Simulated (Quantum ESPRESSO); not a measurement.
The system is C.

```
C
1.0
     0.00000    1.78337    1.78337
     1.78337    0.00000    1.78337
     1.78337    1.78337    0.00000
C
2
Direct
  0.75000 0.75000 0.75000
  0.50000 0.50000 0.50000
```

This isn't the form of C at room conditions, which is graphite.

Base run:

* Program: Quantum ESPRESSO 7.5
* Functional: LDA
* Potentials or basis: PseudoDojo 0.4.1 SR LDA standard
* Cutoff: 1116 eV
* Density cutoff: 4463 eV
* k mesh: 13 × 13 × 13
* Occupations: fermi-dirac, width 0.05 eV
* Spin: no spin polarisation

Its results: band gap on the k mesh 4.15 eV, indirect (least direct gap 5.56 eV); pressure -11.2 GPa.

The run is repeated on the same cell with these changes: functional from LDA to PBEsol; potentials or basis from PseudoDojo 0.4.1 SR LDA standard to PseudoDojo 0.4.1 SR PBEsol standard. What comes out?

Band gap on the k mesh 4.05 eV, indirect (least direct gap 5.56 eV); pressure -3.3 GPa.

Not every run made on this cell is shown here.
